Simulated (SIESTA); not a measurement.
## TiC in SIESTA: the effect of functional

TiC:

```
Ti C
1.0
     0.00000    2.16572    2.16572
     2.16572    0.00000    2.16572
     2.16572    2.16572    0.00000
Ti C
1 1
Direct
  0.00000 0.00000 0.00000
  0.50000 0.50000 0.50000
```

The cell is a database's computed one.

Alike in all runs:

| Quantity | Value |
| --- | --- |
| Program | SIESTA 5.4.2 |
| Task | band structure |
| Basis | DZP (energy shift 0.003 Ry; two zetas on semicore shells) |
| Grid cutoff | 800 Ry |
| Energy shift | 0.003 Ry |
| k mesh | 11 × 11 × 11 |
| Occupations | fermi-dirac, width 0.05 eV |
| Spin | no spin polarisation |

```tsv
functional	potentials or basis	pressure (GPa)
AM05	PseudoDojo 0.4 standard (PBEsol files)	-6.3
BLYP	PseudoDojo 0.4 standard (PBE files)	?
vdW-DF-cx	PseudoDojo 0.4 standard (PBE files)	-3.8
```

**Question.** What does the run with functional BLYP give?

**Answer.** Pressure 10.5 GPa.

Caveats: the potentials were made for another functional, which shifts forces and pressure; the basis of atomic orbitals isn't converged, which shifts pressures, moduli and gaps.
